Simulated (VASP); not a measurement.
# BeSe (F-43m) in VASP: notebook

Runs on BeSe. Level: PBE. Tasks: relaxation of the atoms.

Everything below comes from runs of VASP 6.6.1. Logs are shortened: lines on timing, memory, paths and dates and some standing lists are left out, and cuts for length are marked.

### Step 1. The structure

Symmetry: F-43m, No. 216, cubic system. Conventional cell: a = 5.184 Å, b = 5.184 Å, c = 5.184 Å, α = 90.00°, β = 90.00°, γ = 90.00°. Be (site symmetry -43m) is surrounded by 4 Se at 2.24 Å. Se (site symmetry -43m) has 4 Be at 2.24 Å as nearest neighbours.

### Step 2. Relaxation of the atoms, PBE

Input file INCAR:

```
SYSTEM = BeSe
  PREC = Accurate
  ENCUT = 300
  EDIFF = 1E-7
  ISMEAR = 0
  SIGMA = 0.03
  LREAL = .FALSE.
  LASPH = .TRUE.
  NELM = 80
  ALGO = Normal
  ISIF = 2
  LWAVE = .FALSE.
  LCHARG = .FALSE.
  GGA = PE
  IBRION = 2
  NSW = 40
  EDIFFG = -0.01
```

Input file KPOINTS:

```
regular mesh
0
G
  5 5 5
  0 0 0
```

Input file POSCAR:

```
BeSe                                    
1.0
    0.0000000000      2.5922075868      2.5922075868
    2.5922075868      0.0000000000      2.5922075868
    2.5922075868      2.5922075868      0.0000000000
  Be              Se            
     1     1
Direct
     0.0000000000000000    0.0000000000000000    0.0000000000000000
     0.2500000000000000    0.2500000000000000    0.2500000000000000
```

Potentials or basis: VASP PAW PBE potentials, release 64 (Be, Se).

Launch:

```console
cat potpaw_PBE.64/Be/POTCAR potpaw_PBE.64/Se/POTCAR > POTCAR
mpirun -np 1 vasp_std > vasp.out
```

OUTCAR:

```text
SYSTEM = BeSe
   PREC = Accurate
   ENCUT = 300
   EDIFF = 1E-7
   ISMEAR = 0
   LREAL = .FALSE.
   LASPH = .TRUE.
   NELM = 80
   ISIF = 2
   GGA = PE
   IBRION = 2
   NSW = 40
   EDIFFG = -0.01

 ion  position               nearest neighbor table
   1  0.000  0.000  0.000-   2 2.24   2 2.24   2 2.24   2 2.24
   2  0.250  0.250  0.250-   1 2.24   1 2.24   1 2.24   1 2.24

  LATTYP: Found a face centered cubic cell.
 ALAT       =     5.1844151736

  Lattice vectors:

 A1 = (   0.0000000000,   2.5922075868,   2.5922075868)
 A2 = (   2.5922075868,   0.0000000000,   2.5922075868)
 A3 = (   2.5922075868,   2.5922075868,   0.0000000000)

Analysis of symmetry for initial positions (statically):
=====================================================================
 Subroutine PRICEL returns:
 Original cell was already a primitive cell.

 Routine SETGRP: Setting up the symmetry group for a
 face centered cubic supercell.

 Subroutine GETGRP returns: Found 24 space group operations
 (whereof 24 operations were pure point group operations)
 out of a pool of 48 trial point group operations.

The static configuration has the point symmetry T_d .

Analysis of symmetry for dynamics (positions and initial velocities):
=====================================================================
 Subroutine PRICEL returns:
 Original cell was already a primitive cell.

 Routine SETGRP: Setting up the symmetry group for a
 face centered cubic supercell.

 Subroutine GETGRP returns: Found 24 space group operations
 (whereof 24 operations were pure point group operations)
 out of a pool of 48 trial point group operations.

The dynamic configuration has the point symmetry T_d .

 Subroutine INISYM returns: Found 24 space group operations
 (whereof 24 operations are pure point group operations),
 and found     1 'primitive' translations

----------------------------------------------------------------------------------------

                                     Primitive cell

  volume of cell :      34.8369

  direct lattice vectors                    reciprocal lattice vectors
[... 72 lines left out ...]
   EDIFF  = 0.1E-06   stopping-criterion for ELM
   LREAL  =      F    real-space projection
   EDIFFG = -.1E-01   stopping-criterion for IOM
   NSW    =     40    number of steps for IOM
   IBRION =      2    ionic relax: 0-MD 1-quasi-New 2-CG
   NFREE  =      1    steps in history (QN), initial steepest desc. (CG)
   ISIF   =      2    stress and relaxation
   ISYM   =      2    0-nonsym 1-usesym 2-fastsym
   POTIM  = 0.5000    time-step for ionic-motion
   TEBEG  =    0.0;   TEEND  =   0.0 temperature during run
   PSTRESS=    0.0 pullay stress
   NELECT =       8.0000    total number of electrons
   NUPDOWN=      -1.0000    fix difference up-down
   EMIN   =  10.00;   EMAX   =-10.00  energy-range for DOS
   EFERMI =   0.00;   METHOD = LEGACY
   ISMEAR =     0;   SIGMA  =   0.03  broadening in eV -4-tet -1-fermi 0-gaus
   EFERMI_NEDOS =   21; number of points for ismear=-14 and -15
   IALGO  =     38    algorithm
   IMIX   =      4    mixing-type and parameters
     AMIX     =   0.40;   BMIX     =  1.00
     AMIX_MAG =   1.60;   BMIX_MAG =  1.00
  volume/ion in A,a.u.               =      17.42       117.55
  Fermi-wavevector in a.u.,A,eV,Ry     =   1.002517  1.894482 13.674402  1.005040
  Thomas-Fermi vector in A             =   2.135009
   LORBIT       =      0    0 simple, 1 ext, 2 COOP (PROOUT), +10 PAW based schemes
   GGA     = PE    functional components
   LHFCALC =     F    Hartree Fock is set to
   AEXX    =    0.0000 exact exchange contribution
   IVDW    =     0    specifies the selected vdW correction
   LEPSILON=     F    determine dielectric tensor
   LRPA    =     F    only Hartree local field effects (RPA)
 conjugate gradient relaxation of ions
 non-spin polarized calculation
 Gauss-broadening in eV      SIGMA  =   0.03
  energy-cutoff  :      300.00
  volume of cell :       34.84
 maximum number of plane-waves:       424
 NGX is ok and might be reduce to    24
   NGX = 11   NGY = 11   NGZ = 11

 number of electron       7.9999998 magnetization

 Free energy of the ion-electron system (eV)
  ---------------------------------------------------
  ext. energy  EPLUGINS =         0.00000000
  ---------------------------------------------------
  free energy    TOTEN  =        -8.84237216 eV

  energy without entropy =       -8.84237216  energy(sigma->0) =       -8.84237216

 E-fermi :   3.2978     XC(G=0):  -9.3320

 val. band max:        3.1470155629   @ k =   0.0000   0.0000   0.0000
 cond. band min:       6.0501380051   @ k =   0.4000   0.4000   0.0000
 fundamental gap:      2.9031224422
 Fermi energy:         3.2977556056

 k-point     1 :       0.0000    0.0000    0.0000
  band No.  band energies     occupation
      1     -10.5024      2.00000
      2       3.1470      2.00000
      3       3.1470      2.00000
      4       3.1470      2.00000
      5       7.3396      0.00000
      6       8.1546      0.00000
      7       8.1546      0.00000
      8       8.1546      0.00000
[... 89 lines left out ...]
 k-point    10 :      -0.4000    0.4000    0.2000
  band No.  band energies     occupation
      1      -8.8863      2.00000
      2      -1.3676      2.00000
      3      -0.2920      2.00000
      4       0.6279      2.00000
      5       8.6224      0.00000
      6       9.6550      0.00000
      7      10.1340      0.00000
      8      13.1083      0.00000

------------------------ aborting loop because EDIFF is reached ----------------------------------------

  FORCE on cell =-STRESS in cart. coord.  units (eV):
  Direction    XX          YY          ZZ          XY          YZ          ZX
  --------------------------------------------------------------------------------------
  -------------------------------------------------------------------------------------
  Total        0.0064226      0.0064226      0.0064226      0.0000000      0.0000000      0.0000000
  in kB        0.2953790      0.2953790      0.2953790      0.0000000      0.0000000      0.0000000
  external PRESSURE =       0.2953790 kB  Pullay stress =       0.0000000 kB

 VOLUME and BASIS-vectors are now :
 -----------------------------------------------------------------------------
  energy-cutoff  :      300.00
  volume of cell :       34.84
      direct lattice vectors                 reciprocal lattice vectors
     0.000000000  2.592207587  2.592207587    -0.192885787  0.192885787  0.192885787
     2.592207587  0.000000000  2.592207587     0.192885787 -0.192885787  0.192885787
     2.592207587  2.592207587  0.000000000     0.192885787  0.192885787 -0.192885787

 POSITION                                       TOTAL-FORCE (eV/Angst)
 -----------------------------------------------------------------------------------
      0.00000      0.00000      0.00000        -0.000000      0.000000     -0.000000
      1.29610      1.29610      1.29610         0.000000     -0.000000      0.000000
 -----------------------------------------------------------------------------------
    total drift:                                0.000000      0.000000      0.000000

  FREE ENERGIE OF THE ION-ELECTRON SYSTEM (eV)
  ---------------------------------------------------
  free  energy   TOTEN  =        -8.8423721598 eV

  energy  without entropy=       -8.8423721598  energy(sigma->0) =       -8.84237216

 reached required accuracy - stopping structural energy minimisation
```

OSZICAR:

```text
N       E                     dE             d eps       ncg     rms          rms(c)
DAV:   1     0.167732956568E+02    0.16773E+02   -0.27180E+03   160   0.538E+02
DAV:   2    -0.837572376715E+01   -0.25149E+02   -0.24681E+02   232   0.965E+01
DAV:   3    -0.894978050104E+01   -0.57406E+00   -0.57406E+00   192   0.195E+01
DAV:   4    -0.895147822531E+01   -0.16977E-02   -0.16977E-02   224   0.112E+00
DAV:   5    -0.895147909061E+01   -0.86530E-06   -0.86530E-06   192   0.195E-02    0.330E+00
DAV:   6    -0.887084374757E+01    0.80635E-01   -0.56536E-02   184   0.147E+00    0.208E+00
DAV:   7    -0.884116936190E+01    0.29674E-01   -0.98659E-02   216   0.200E+00    0.251E-01
DAV:   8    -0.884212561298E+01   -0.95625E-03   -0.15070E-03   160   0.290E-01    0.621E-02
DAV:   9    -0.884235401027E+01   -0.22840E-03   -0.30022E-04   208   0.131E-01    0.302E-02
DAV:  10    -0.884236937410E+01   -0.15364E-04   -0.28697E-05   208   0.349E-02    0.536E-03
DAV:  11    -0.884237197869E+01   -0.26046E-05   -0.58477E-06   184   0.161E-02    0.164E-03
DAV:  12    -0.884237209700E+01   -0.11831E-06   -0.29879E-07   200   0.406E-03    0.442E-04
DAV:  13    -0.884237215976E+01   -0.62760E-07   -0.72681E-08   200   0.173E-03
   1 F= -.88423722E+01 E0= -.88423722E+01  d E =-.884237E+01
```

CONTCAR:

```text
BeSe
   1.00000000000000
     0.0000000000000000    2.5922075867999999    2.5922075867999999
     2.5922075867999999    0.0000000000000000    2.5922075867999999
     2.5922075867999999    2.5922075867999999    0.0000000000000000
  Be              Se
     1     1
Direct
     0.0000000000000000    0.0000000000000000    0.0000000000000000
     0.2500000000000000    0.2500000000000000    0.2500000000000000

  0.00000000E+00  0.00000000E+00  0.00000000E+00
  0.00000000E+00  0.00000000E+00  0.00000000E+00
```

Run time: 2.9 s. Hardware: 1 thread of Intel Xeon Platinum 8559C (Emerald Rapids), shared host; peak memory 0.12 GiB.

What came out:

```
Free energy             : -8.8424 eV
Pressure after relaxing : 0.0 GPa
Band gap on the k mesh  : 2.90 eV, indirect (least direct gap 4.19 eV)
```

Final structure:
```
Be Se
1.0
     0.00000    2.59221    2.59221
     2.59221    0.00000    2.59221
     2.59221    2.59221    0.00000
Be Se
1 1
Direct
  0.00000 0.00000 0.00000
  0.25000 0.25000 0.25000
```

Levels at points of the mesh, in eV from the valence-band top:
```
           k point  band 1  band 2  band 3  band 4  band 5  band 6  band 7  band 8
(0.00, 0.00, 0.00)  -13.65    0.00    0.00    0.00    4.19    5.01    5.01    5.01
```

Caveat: the cutoff is under 1.25 times the usual one of these potentials, so pressure, stress and relaxed cells hold a basis-set (Pulay) error; the relaxation stopped at its first step, so nothing moved; an odd mesh through Γ misses points on the zone boundary, where band edges often lie.

### Step 3. Relaxation of the atoms, PBE (a relaxed cell with its volume scaled by 1.02)

INCAR is that of step 2.

KPOINTS is that of step 2.

Input file POSCAR:

```
BeSe                                    
1.0
    0.0000000000      2.6093750248      2.6093750248
    2.6093750248      0.0000000000      2.6093750248
    2.6093750248      2.6093750248      0.0000000000
  Be              Se            
     1     1
Direct
     0.0000000000000000    0.0000000000000000    0.0000000000000000
     0.2500000000000000    0.2500000000000000    0.2500000000000000
```

Potentials or basis: VASP PAW PBE potentials, release 64 (Be, Se).

Launch:

```console
cat potpaw_PBE.64/Be/POTCAR potpaw_PBE.64/Se/POTCAR > POTCAR
mpirun -np 1 vasp_std > vasp.out
```

It took 2.7 s on 1 thread of Intel Xeon Platinum 8559C (Emerald Rapids), shared host; peak memory 0.13 GiB.

It converged, with:

```
Free energy             : -8.8394 eV
Pressure after relaxing : -1.4 GPa
Band gap on the k mesh  : 2.94 eV, indirect (least direct gap 4.05 eV)
```

Final structure:
```cif
data_structure
_symmetry_space_group_name_H-M 'P 1'
_symmetry_Int_Tables_number 1
_cell_length_a 3.6902
_cell_length_b 3.6902
_cell_length_c 3.6902
_cell_angle_alpha 60.000
_cell_angle_beta 60.000
_cell_angle_gamma 60.000
_cell_volume 35.53
loop_
_atom_site_label
_atom_site_type_symbol
_atom_site_fract_x
_atom_site_fract_y
_atom_site_fract_z
_atom_site_occupancy
Be1 Be 0.00000 0.00000 0.00000 1
Se1 Se 0.25000 0.25000 0.25000 1
```

Levels at points of the mesh, in eV from the valence-band top:
| k point | band 2 | band 3 | band 4 | band 5 | band 6 | band 7 |
| --- | --- | --- | --- | --- | --- | --- |
| (0.00, 0.00, 0.00) | 0.00 | 0.00 | 0.00 | 4.05 | 5.01 | 5.01 |

Caveat: the cutoff is under 1.25 times the usual one of these potentials, so pressure, stress and relaxed cells hold a basis-set (Pulay) error; the relaxation stopped at its first step, so nothing moved; an odd mesh through Γ misses points on the zone boundary, where band edges often lie.

### Step 4. Relaxation of the atoms, PBE (a relaxed cell with its volume scaled by 1.04)

INCAR is that of step 3.

KPOINTS is that of step 3.

Input file POSCAR:

```
BeSe                                    
1.0
    0.0000000000      2.6263194932      2.6263194932
    2.6263194932      0.0000000000      2.6263194932
    2.6263194932      2.6263194932      0.0000000000
  Be              Se            
     1     1
Direct
     0.0000000000000000    0.0000000000000000    0.0000000000000000
     0.2500000000000000    0.2500000000000000    0.2500000000000000
```

Launch:

```console
cat potpaw_PBE.64/Be/POTCAR potpaw_PBE.64/Se/POTCAR > POTCAR
mpirun -np 1 vasp_std > vasp.out
```

It took 2.8 s on 1 thread of Intel Xeon Platinum 8559C (Emerald Rapids), shared host; peak memory 0.13 GiB.

It converged, with:

```yaml
Free_energy: -8.8305 eV
Pressure_after_relaxing: -2.7 GPa
Band_gap_on_the_k_mesh: 2.97 eV, indirect (least direct gap 3.91 eV)
```

Final structure:
```cif
data_structure
_symmetry_space_group_name_H-M 'P 1'
_symmetry_Int_Tables_number 1
_cell_length_a 3.7142
_cell_length_b 3.7142
_cell_length_c 3.7142
_cell_angle_alpha 60.000
_cell_angle_beta 60.000
_cell_angle_gamma 60.000
_cell_volume 36.23
loop_
_atom_site_label
_atom_site_type_symbol
_atom_site_fract_x
_atom_site_fract_y
_atom_site_fract_z
_atom_site_occupancy
Be1 Be 0.00000 0.00000 0.00000 1
Se1 Se 0.25000 0.25000 0.25000 1
```

Levels at points of the mesh, in eV from the valence-band top:
```tsv
k point	band 1	band 2	band 3	band 4	band 5	band 6	band 7	band 8
(0.00, 0.00, 0.00)	-13.41	0.00	0.00	0.00	3.91	5.01	5.01	5.01
```

Caveat: the cutoff is under 1.25 times the usual one of these potentials, so pressure, stress and relaxed cells hold a basis-set (Pulay) error; the relaxation stopped at its first step, so nothing moved; an odd mesh through Γ misses points on the zone boundary, where band edges often lie.

### Step 5. Relaxation of the atoms, PBE (a relaxed cell with its volume scaled by 1.06)

INCAR is that of step 4.

KPOINTS is that of step 4.

Input file POSCAR:

```
BeSe                                    
1.0
    0.0000000000      2.6430480939      2.6430480939
    2.6430480939      0.0000000000      2.6430480939
    2.6430480939      2.6430480939      0.0000000000
  Be              Se            
     1     1
Direct
     0.0000000000000000    0.0000000000000000    0.0000000000000000
     0.2500000000000000    0.2500000000000000    0.2500000000000000
```

Launch:

```console
cat potpaw_PBE.64/Be/POTCAR potpaw_PBE.64/Se/POTCAR > POTCAR
mpirun -np 1 vasp_std > vasp.out
```

Wall time 2.9 s (1 thread of Intel Xeon Platinum 8559C (Emerald Rapids), shared host); peak memory 0.13 GiB.

Results (log left out):

- Free energy: -8.8162 eV
- Pressure after relaxing: -3.9 GPa
- Band gap on the k mesh: 3.00 eV, indirect (least direct gap 3.78 eV)

Final structure:
```cif
data_structure
_symmetry_space_group_name_H-M 'P 1'
_symmetry_Int_Tables_number 1
_cell_length_a 3.7378
_cell_length_b 3.7378
_cell_length_c 3.7378
_cell_angle_alpha 60.000
_cell_angle_beta 60.000
_cell_angle_gamma 60.000
_cell_volume 36.93
loop_
_atom_site_label
_atom_site_type_symbol
_atom_site_fract_x
_atom_site_fract_y
_atom_site_fract_z
_atom_site_occupancy
Be1 Be 0.00000 0.00000 0.00000 1
Se1 Se 0.25000 0.25000 0.25000 1
```

Levels at points of the mesh, in eV from the valence-band top:
```tsv
k point	band 1	band 2	band 3	band 4	band 5	band 6	band 7	band 8
(0.00, 0.00, 0.00)	-13.30	0.00	0.00	0.00	3.78	5.01	5.01	5.01
```

Caveat: the cutoff is under 1.25 times the usual one of these potentials, so pressure, stress and relaxed cells hold a basis-set (Pulay) error; the relaxation stopped at its first step, so nothing moved; an odd mesh through Γ misses points on the zone boundary, where band edges often lie.

### Step 6. Overview

| cell | gap on the mesh (eV) | pressure (GPa) |
| --- | --- | --- |
| atoms relaxed | 2.90 | 0.0 |
| atoms relaxed from: a relaxed cell with its volume scaled by 1.02 | 2.94 | -1.4 |
| atoms relaxed from: a relaxed cell with its volume scaled by 1.04 | 2.97 | -2.7 |
| atoms relaxed from: a relaxed cell with its volume scaled by 1.06 | 3.00 | -3.9 |

Alike in all rows: task relaxation of the atoms; level PBE; potentials or basis VASP PAW PBE potentials, release 64 (Be, Se); no spin polarisation; k mesh 5 × 5 × 5; cutoff (eV) 300; smearing gaussian 0.03 eV.

Caveats: the cutoff is under 1.25 times the usual one of these potentials, so pressure, stress and relaxed cells hold a basis-set (Pulay) error; the relaxation stopped at its first step, so nothing moved; an odd mesh through Γ misses points on the zone boundary, where band edges often lie.

Absolute energies hang on the potentials; compare differences alone.
